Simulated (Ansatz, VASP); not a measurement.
One calculation of ZnO, two programs

File INCAR:

```
SYSTEM = ZnO
PREC = Accurate ; ENCUT = 520
EDIFF = 1E-7 ; ISMEAR = 0
SIGMA = 0.01 ; LREAL = Auto
LASPH = .TRUE. ; NELM = 60
ALGO = Normal ; ISIF = 2
LWAVE = .FALSE. ; LCHARG = .TRUE.
GGA = PE ; LELF = .TRUE.
LVHAR = .TRUE. ; NBANDS = 86
```

KPOINTS

```
regular mesh
0
G
  3 3 3
  0 0 0
```

File POSCAR:

```
ZnO
1.0
    0.0000000000      0.0000000000     -5.2932332175
   -6.5587815918      0.0000000001      0.0000000000
    3.2793907959      5.6800714763      0.0000000000
Zn O
8 8
Direct
    0.4993955897      0.3333333333      0.1666666667
    0.4993955897      0.8333333333      0.1666666667
    0.4993955897      0.3333333333      0.6666666667
    0.4993955897      0.8333333333      0.6666666667
    0.9993955897      0.6666666667      0.3333333333
    0.9993955897      0.1666666667      0.3333333333
    0.9993955897      0.6666666667      0.8333333333
    0.9993955897      0.1666666667      0.8333333333
    0.1202944103      0.3333333333      0.1666666667
    0.1202944103      0.8333333333      0.1666666667
    0.1202944103      0.3333333333      0.6666666667
    0.1202944103      0.8333333333      0.6666666667
    0.6202944103      0.6666666667      0.3333333333
    0.6202944103      0.1666666667      0.3333333333
    0.6202944103      0.6666666667      0.8333333333
    0.6202944103      0.1666666667      0.8333333333
```

Input for Ansatz:

```yaml
crystal:
  lattice:
    - [0.0, 0.0, -5.2932332175]
    - [-6.5587815918, 1.0e-10, 0.0]
    - [3.2793907959, 5.6800714763, 0.0]
  atoms:
    - { symbol: Zn, position: [0.4993955897, 0.3333333333, 0.1666666667] }
    - { symbol: Zn, position: [0.4993955897, 0.8333333333, 0.1666666667] }
    - { symbol: Zn, position: [0.4993955897, 0.3333333333, 0.6666666667] }
    - { symbol: Zn, position: [0.4993955897, 0.8333333333, 0.6666666667] }
    - { symbol: Zn, position: [0.9993955897, 0.6666666667, 0.3333333333] }
    - { symbol: Zn, position: [0.9993955897, 0.1666666667, 0.3333333333] }
    - { symbol: Zn, position: [0.9993955897, 0.6666666667, 0.8333333333] }
    - { symbol: Zn, position: [0.9993955897, 0.1666666667, 0.8333333333] }
    - { symbol: O, position: [0.1202944103, 0.3333333333, 0.1666666667] }
    - { symbol: O, position: [0.1202944103, 0.8333333333, 0.1666666667] }
    - { symbol: O, position: [0.1202944103, 0.3333333333, 0.6666666667] }
    - { symbol: O, position: [0.1202944103, 0.8333333333, 0.6666666667] }
    - { symbol: O, position: [0.6202944103, 0.6666666667, 0.3333333333] }
    - { symbol: O, position: [0.6202944103, 0.1666666667, 0.3333333333] }
    - { symbol: O, position: [0.6202944103, 0.6666666667, 0.8333333333] }
    - { symbol: O, position: [0.6202944103, 0.1666666667, 0.8333333333] }
basis:
  ecutwfc: 420
  xc_grid: 2
kpoints:
  mp_grid: { grid: [3, 3, 3], shift: [0.0, 0.0, 0.0] }
hamiltonian:
  xc: pbe
scf:
  occupations: { method: gaussian, width: 0.01 }
output:
  forces: true
  stress: true
  eigenvalues: true
  write_density: true
  write_potential: true
  elf: true
  volumetric_format: npy
```

Alike in both runs: task single point; functional PBE; k mesh 3 × 3 × 3; occupations gaussian, width 0.01 eV; no spin polarisation.

|  | VASP | Ansatz |
| --- | --- | --- |
| version | VASP 6.6.1 | Ansatz 0.2.0 |
| potentials or method | VASP PAW PBE potentials, release 64 (Zn, O) | scalar-relativistic, plane waves, PAW |
| plane-wave cutoff (eV) | 520 | 420 |
| valence electrons in the cell | 144 | 144 |

```csv
,VASP,Ansatz,Ansatz less VASP
gap on the k mesh at the Fermi level (eV),0.73,0.74,+0.016
least direct gap on the mesh (eV),0.73,0.74,+0.016
pressure (GPa),0.9,0.0,-0.88
```

With one functional, cell and mesh, what is left measures potentials, basis and numerics.
